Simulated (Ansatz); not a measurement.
Ag: pressure and energy above lowest point against volume per atom

Results calculated with Ansatz 0.2.0 development build, not measured. Equation of state of a cubic crystal from periodic Kohn-Sham density functional theory without spin; pressure corrected for the finite basis.

Cell of the first row (space group Im-3m, No. 229):
```
Ag
1.0
     -1.6173     1.6173     1.6173
      1.6173    -1.6173     1.6173
      1.6173     1.6173    -1.6173
Ag
1
Direct
  0.00000 0.00000 0.00000
```

Settings of every row: formula Ag; structure type bcc; functional PBE; spin treatment none; k mesh 16x16x16; occupation method fermi-dirac; occupation width 0.061225619 eV; wave cutoff 420 eV; datasets soft-1 PAW; density cutoff ratio 4.

Limits: a cubic model structure, not a phase known at ambient conditions; modest k-mesh, values are not fully converged in k.

| row | volume per atom (Å³) | pressure (GPa) | energy above lowest point (meV/atom) |
| --- | --- | --- | --- |
| 1 | 16.92 | 6.585 | 21.24 |
| 2 | 17.28 | 4.148 | 9.25 |
| 3 | 17.64 | 2.015 | 2.38 |
| 4 | 18 | 0.144 | 0 |
| 5 | 18.36 | -1.501 | 1.56 |
| 6 | 18.72 | ? | ? |
| 7 | 19.08 | -4.216 | 14.66 |

Question: what pressure and energy above lowest point should row 6 give?

Worked fit of pressure. Take u = (V_r/V)^(2/3) − 1 with V_r = 17.82 Å³ an atom, which is twice the finite (Eulerian) strain; such expansions in the strain, on which the Birch-Murnaghan equation of state is built, carry the rest volume and the bulk modulus. The shown rows have u = 0.03515, 0.02073, 0.00679, -0.00668, -0.01971, -0.04452. Least squares give pressure = 1.0483 + 138.827 × u + 500.84 × u² + 868 × u³ GPa; a parabola predicts inner rows, each left out in turn, worse (root mean square 0.017 against 0.0022 GPa). The rows lie off it by 0.000, -0.001, 0.001, 0.001, -0.001, 0.000. The pressure vanishes at u = -0.0078, or V = 18.03 Å³ an atom, and there the bulk modulus at fixed shape and fractions is B = −V dP/dV = (2/3)(1 + u) dP/du = 86.8 GPa. The withheld row has u = -0.03231, so the fit gives 1.0483 + 138.827 × (-0.03231) + 500.84 × (-0.03231)² + 868 × (-0.03231)³ = -2.944 GPa.

The calculation gave -2.947 GPa. The fit lies 0.003 GPa (0.028 % of the column's range) above it; its largest miss of a shown row is 0.001 GPa.

Worked fit of energy above lowest point. Take u = (V_r/V)^(2/3) − 1 with V_r = 17.82 Å³ an atom, which is twice the finite (Eulerian) strain; such expansions in the strain, on which the Birch-Murnaghan equation of state is built, carry the rest volume and the bulk modulus. The shown rows have u = 0.03515, 0.02073, 0.00679, -0.00668, -0.01971, -0.04452. Least squares give energy above lowest point = 0.661 + 175.1 × u + 11374.2 × u² + 8507 × u³ meV/atom; a parabola predicts inner rows, each left out in turn, worse (root mean square 0.17 against 0.0086 meV/atom). All shown rows lie on it to the printed digit. Its lowest point lies at u = -0.0078, or V = 18.03 Å³ an atom, and the curvature there gives the bulk modulus at fixed shape and fractions, B = (4/9)(1 + u)² E″(u)/V = 86.9 GPa. The withheld row has u = -0.03231, so the fit gives 0.661 + 175.1 × (-0.03231) + 11374.2 × (-0.03231)² + 8507 × (-0.03231)³ = 6.59 meV/atom.

The calculation gave 6.59 meV/atom. The fit meets it to the printed digit.
